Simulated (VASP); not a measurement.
A run of VASP 6.6.1 is set up as follows.

The input INCAR:

```
PREC     = Accurate       # precision mode
ENCUT    = 600            # plane-wave cutoff, eV
EDIFF    = 1E-6           # SCF threshold, eV
ISMEAR   = 0              # smearing method
SIGMA    = 0.02           # smearing width, eV
LREAL    = F              # projectors in reciprocal space
LASPH    = T              # aspherical terms in the spheres
NELM     = 60             # most SCF steps
ALGO     = Fast           # electronic algorithm
ISIF     = 3              # what is computed and relaxed
LWAVE    = F              # write WAVECAR
LCHARG   = F              # write CHGCAR
GGA      = PS             # functional
IBRION   = 2              # ionic algorithm
NSW      = 100            # ionic steps
EDIFFG   = -0.005         # ionic threshold
```

File KPOINTS:

```
Automatic mesh
0
Gamma
  8 8 8
```

The input POSCAR:

```
BeS
1.0
    0.0000000000      2.4250000000      2.4250000000
    2.4250000000      0.0000000000      2.4250000000
    2.4250000000      2.4250000000      0.0000000000
Be S
1 1
Direct
    0.0000000000      0.0000000000      0.0000000000
    0.2500000000      0.2500000000      0.2500000000
```

Potentials or basis: VASP PAW PBE potentials, release 64 (Be, S).

Command:

```sh
$ cat potpaw_PBE.64/Be/POTCAR potpaw_PBE.64/S/POTCAR > POTCAR
$ mpirun -np 1 vasp_std > vasp.out
```

Task: What does it give for the relaxed volume?

Result: 14.18 Å³/atom.

Task: Predict the band gap on the k mesh.

Result: 2.92 eV, indirect (least direct gap 5.61 eV).

Task: What does it give for the space group after relaxing (to 0.05 Å)?

Result: F-43m (No. 216).

Step by step:
| step | energy change (eV) | largest force (eV/Å) | pressure (GPa) | volume (Å³) |
| --- | --- | --- | --- | --- |
| 1 | 0.0000 | 0.0000 | -0.53 | 28.52 |
| 2 | -0.0002 | 0.0000 | 0.14 | 28.33 |
| 3 | -0.0003 | 0.0000 | 0.00 | 28.36 |

Caveat: the PAW data sets were made with another functional, which shifts forces and pressure a little. PBEsol gaps usually lie below the measured ones, often by a third to a half.
